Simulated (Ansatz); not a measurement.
# O on Ir (Iridium) (111)

Aim: for Ir (Iridium), cut and relax a (111) slab, then compare the adsorption sites of O.

The COD entry's cell or inner coordinates are ideal or old and differ from later refinements, so a difference from it is no clean test against experiment.

Computed with Ansatz 0.2.0 (DFT PBE, scalar-relativistic, plane waves, PAW, unless a step's input says otherwise).

2 further runs of the same task are left out: 2 set aside as unsound or not needed.

### 1 The structure to begin with

It takes space group Fm-3m (No. 225, cubic). Conventional cell: a = 3.871 Å, b = 3.871 Å, c = 3.871 Å, α = 90.00°, β = 90.00°, γ = 90.00°. Ir (site symmetry m-3m) is surrounded by 12 Ir at 2.74 Å.

Structure file:

```cif
data_structure
_symmetry_space_group_name_H-M 'Fm-3m'
_symmetry_Int_Tables_number 225
_cell_length_a 3.8707
_cell_length_b 3.8707
_cell_length_c 3.8707
_cell_angle_alpha 90.000
_cell_angle_beta 90.000
_cell_angle_gamma 90.000
_cell_volume 57.99
loop_
_atom_site_label
_atom_site_type_symbol
_atom_site_symmetry_multiplicity
_atom_site_Wyckoff_symbol
_atom_site_fract_x
_atom_site_fract_y
_atom_site_fract_z
_atom_site_occupancy
Ir1 Ir 4 a 0.00000 0.00000 0.00000 1
```

It is the result of an earlier relaxation at this level (volume 14.50 Å³/atom; gap on the mesh: none (metal)).

### 2 Cutting the slab

Miller indices refer to the conventional cell of the relaxed bulk, Fm-3m (No. 225): a = 3.871 Å, b = 3.871 Å, c = 3.871 Å, α = 90.00°, β = 90.00°, γ = 90.00°.

A (111) slab, 6.7 Å thick as cut, with 17 Å of vacuum, in a 2×2 surface cell; its outer planes are Ir (top) and Ir (bottom).

The slab as cut. Its planes from the bottom up:

```
plane  atoms per cell  height over the lowest (Å)
    1             Ir4                        0.00
    2             Ir4                        2.23
    3             Ir4                        4.47
    4             Ir4                        6.70
```

### 3 The clean surface, relaxed

File input.yaml:

```yaml
crystal:
  lattice:
    - [5.4739412006, 0.0, 0.0]
    - [-2.7369706003, 4.7405721385, 0.0]
    - [0.0, 0.0, 23.7041814117]
  atoms:
    - { symbol: Ir, position: [0.3333333333, 0.1666666667, 0.3585865233] }
    - { symbol: Ir, position: [0.3333333333, 0.6666666667, 0.3585865233] }
    - { symbol: Ir, position: [0.8333333333, 0.1666666667, 0.3585865233] }
    - { symbol: Ir, position: [0.8333333333, 0.6666666667, 0.3585865233] }
    - { symbol: Ir, position: [0.6666666667, 0.3333333333, 0.4528621744] }
    - { symbol: Ir, position: [0.6666666667, 0.8333333333, 0.4528621744] }
    - { symbol: Ir, position: [0.1666666667, 0.3333333333, 0.4528621744] }
    - { symbol: Ir, position: [0.1666666667, 0.8333333333, 0.4528621744] }
    - { symbol: Ir, position: [0.0, 0.5, 0.5471378256] }
    - { symbol: Ir, position: [0.0, 0.0, 0.5471378256] }
    - { symbol: Ir, position: [0.5, 0.5, 0.5471378256] }
    - { symbol: Ir, position: [0.5, 0.0, 0.5471378256] }
    - { symbol: Ir, position: [0.3333333333, 0.6666666667, 0.6414134767] }
    - { symbol: Ir, position: [0.3333333333, 0.1666666667, 0.6414134767] }
    - { symbol: Ir, position: [0.8333333333, 0.6666666667, 0.6414134767] }
    - { symbol: Ir, position: [0.8333333333, 0.1666666667, 0.6414134767] }
basis:
  ecutwfc: 420
kpoints:
  mp_grid: { grid: [6, 6, 1] }
hamiltonian:
  xc: pbe
scf:
  occupations: { method: gaussian, width: 0.1 }
output:
  forces: true
  eigenvalues: true
  write_density: true
  write_potential: true
  elf: true
  volumetric_format: npy
relax:
  adjacent_minimum: "off"
  f_tol: 0.03
  max_steps: 70
  constraints: [{ sites: [0, 1, 2, 3, 4, 5, 6, 7] }]
efield:
  axis: 3
  dipole_correction: true
```

Command:

```sh
ansatz run input.yaml --threads 4 --pin off --max-ram 10240MiB --backend cpu --events-out ev --progress --plain --runs-dir out
```

The session goes on with these runs: O at the top (Ir) site; O at the hollow (nearest Ir) site; O at the bridge (Ir-Ir) site; O at the hollow over Ir site.

What does the calculation give? Wanted: clean slab: work function; O: lowest end.

The runs gave:

| quantity | value |
| --- | --- |
| clean slab: work function | 5.44 eV (top face), 5.46 eV (bottom face) |
| O: lowest end | E_ads -4.79 eV, from the hollow (nearest Ir) start, 3 bonded, 1.21 Å high |

**Reading.** O binds with 4.79 eV at best, a strong chemical bond when counted from the free atom, not from the element's molecule or solid; the ends span 1.16 eV. It raises the work function by 0.18 eV, as a dipole layer with its negative end outwards does. The slab runs have no spin polarisation, while the free adsorbate has its spin; a moment that survived on the surface would lower E_ads. A start on a symmetric site keeps its symmetry, so an end may be a saddle point and not a minimum. Spin-orbit coupling is left out for Ir. The final runs have no spin polarisation, so no magnetic state was tried and one may lie lower.
